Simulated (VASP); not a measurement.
Runs of VASP 6.6.1 on Cd. It takes space group P6_3/mmc (No. 194, hexagonal). Conventional cell: a = 2.979 Å, b = 2.979 Å, c = 5.618 Å, α = 90.00°, β = 90.00°, γ = 120.00°. Cd (site symmetry -6m2) has 12 Cd at 2.98 to 3.29 Å as nearest neighbours. 

| task | level | potentials or basis | cell | k mesh | cutoff (eV) | smearing | other keys | mesh quality | pressure (GPa) |
| --- | --- | --- | --- | --- | --- | --- | --- | --- | --- |
| optical spectrum | revPBE+D3(BJ) | VASP PAW PBE potentials, release 64 (Cd) | volume scaled by 1.25 | 7 × 7 × 4 | 520 | methfessel-paxton 0.1 eV | - | not flagged | -6.8 |
| band structure | SCAN+D4 | VASP PAW PBE potentials, release 64 (Cd) | as given | 7 × 7 × 4 | 520 | gaussian 0.1 eV | - | not flagged | (a) |
| electric field gradients | RPBE+D3(BJ) | VASP PAW PBE potentials, release 54 (Cd) | atoms moved at random, drawn with an rms of 0.1 Å | 6 × 6 × 3 | 500 | tetrahedron | k = 6 × 6 × 3 | coarse | -16.0 |
| band structure | RPBE+D4 | VASP PAW PBE potentials, release 64 (Cd) | cell strained at random at fixed volume | 7 × 7 × 4 | 520 | gaussian 0.05 eV | - | not flagged | 0.1 |

Alike in all rows: spin SOC, no magnetisation.

Estimate the missing entries.

(a) -1.8.

Caveats: some runs use coarse meshes; the PAW data sets were made with another functional, which shifts forces and pressure a little; spectra need much finer meshes, so this one isn't converged (some runs); independent-particle spectra lack excitons (some runs).
